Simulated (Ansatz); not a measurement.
Input of an Ansatz 0.2.0 run:

File input.yaml:

```yaml
crystal:
  lattice:
    - [0.0, 2.0859016414, 2.0859016414]
    - [2.0859016414, 0.0, 2.0859016414]
    - [2.0859016414, 2.0859016414, 0.0]
  atoms:
    - { symbol: Ni, position: [0.0, 0.0, 0.0], spin: 1.0 }
    - { symbol: O, position: [0.5, 0.5, 0.5] }
hamiltonian:
  xc: r2scan
  pseudopotentials: { kind: paw }
  hubbard: { sites: [{ species: Ni, l: d, u_eff: 6.0 }] }
magnetization:
  spin_polarized: true
kpoints:
  mp_grid: { grid: [11, 11, 11] }
  band_path:
    path:
      - [[0.0, 0.0, 0.0], [0.5, 0.0, 0.5], [0.5, 0.25, 0.75], [0.375, 0.375, 0.75], [0.0, 0.0, 0.0], [0.5, 0.5, 0.5], [0.625, 0.25, 0.625], [0.5, 0.25, 0.75], [0.5, 0.5, 0.5], [0.375, 0.375, 0.75]]
      - [[0.625, 0.25, 0.625], [0.5, 0.0, 0.5]]
    npoints: 14
scf:
  occupations: { method: fermi_dirac, width: 0.05 }
  n_extra_bands: 6
output:
  forces: true
  stress: true
  eigenvalues: true
  fatbands: true
```

Potentials or basis: Ansatz PAW.

Command:

```bash
$ ansatz run input.yaml --threads 2 --pin off --max-ram 5120MiB --backend cpu --events-out ev --progress --plain --runs-dir out
```

**Question.** Estimate the pressure.

**Answer.** 8.1 GPa.

**Question.** Predict the site moments.

**Answer.** Ni +1.77; O +0.17 μB.

**Question.** What does it give for the band gap along the path?

**Answer.** 2.93 eV, indirect (least direct gap 4.26 eV).

**Question.** What does it give for the absolute moment?

**Answer.** 2.01 μB per cell.

Eigenvalues of the final occupation matrices:
```
  site  spin  trace               eigenvalues
site 1     1   4.99  1.00 1.00 1.00 1.00 1.00
site 1     2   3.20  0.10 0.10 1.00 1.00 1.00
```

Caveat: the magnetic or orbital state may not be the lowest; a cell with one magnetic atom can't hold antiferromagnetic order, which such compounds often take; the PAW data sets come from PBE, with cores solved anew for the run's functional, which leaves a small shift of forces and pressure. The state reached can hang on the start; a lower one may exist.
